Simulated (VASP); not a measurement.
## WC (Qusongite): relaxation of cell and atoms with PBE

WC (Qusongite):

```
W C
1.0
     2.90650    0.00000    0.00000
    -1.45325    2.51710    0.00000
     0.00000    0.00000    2.83660
W C
1 1
Direct
  0.00000 0.00000 0.00000
  0.66667 0.33333 0.50000
```

```json
{
 "Program": "VASP 6.6.1",
 "Task": "relaxation of cell and atoms",
 "Functional": "PBE",
 "Potentials or basis": "VASP PAW PBE potentials, release 64 (W_sv, C_h)",
 "Cutoff": "980 eV",
 "k mesh": "10 × 10 × 9",
 "Occupations": "fermi-dirac, width 0.05 eV",
 "Spin": "no spin polarisation",
 "Further INCAR settings": "ALGO = Fast; EDIFF = 1e-06; IBRION = 2; EDIFFG = -0.02; NSW = 60; ISIF = 3"
}
```

```
Relaxed volume                         : 10.55 Å³/atom
Relaxed cell                           : a = 2.925 Å, b = 2.925 Å, c = 2.848 Å, α = 90.00°, β = 90.00°, γ = 120.00°
Space group after relaxing (to 0.05 Å) : P-6m2 (No. 187)
Energy gained by relaxing              : 3.7 meV/atom
Ionic steps                            : 7
Pressure after relaxing                : 0.1 GPa
Band gap on the k mesh                 : none (metal or under the smearing width)
```

The path:
| step | energy change (eV) | largest force (eV/Å) | pressure (GPa) | volume (Å³) |
| --- | --- | --- | --- | --- |
| 1 | 0.0000 | 0.0000 | 6.78 | 20.75 |
| 2 | 0.0452 | 0.0000 | -16.24 | 22.10 |
| 3 | -0.0072 | 0.0000 | -0.17 | 21.11 |
| 4 | -0.0072 | 0.0000 | -0.04 | 21.10 |
| 5 | -0.0072 | 0.0000 | 0.10 | 21.10 |
| 6 | -0.0072 | 0.0000 | 0.16 | 21.10 |
| 7 | -0.0073 | 0.0000 | 0.14 | 21.10 |

Final structure:
```yaml
crystal:
  lattice:
    - [2.92473, 0.00000, 0.00000]
    - [-1.46237, 2.53289, 0.00000]
    - [0.00000, 0.00000, 2.84799]
  atoms:
    - { symbol: W, position: [0.00000, 0.00000, 0.00000] }
    - { symbol: C, position: [0.66667, 0.33333, 0.50000] }
```

Levels at points of the mesh, in eV from the Fermi level:
| k point | band 6 | band 7 | band 8 | band 9 | band 10 | band 11 | band 12 | band 13 |
| --- | --- | --- | --- | --- | --- | --- | --- | --- |
| (0.00, 0.00, 0.00) | -4.21 | -3.28 | -3.28 | 0.10 | 3.16 | 3.16 | 5.54 | 5.54 |
| (0.50, 0.00, 0.00) | -6.96 | -3.52 | -3.49 | -0.48 | 2.30 | 4.42 | 4.75 | 6.77 |

Wall time 90 s on 1 thread of Intel(R) Xeon(R) 6975P-C (Granite Rapids), with other jobs on the host, peak memory 0.22 GiB.

The run has no spin-orbit coupling, so splittings on W are missing. Zero-point motion and thermal expansion aren't in these numbers.
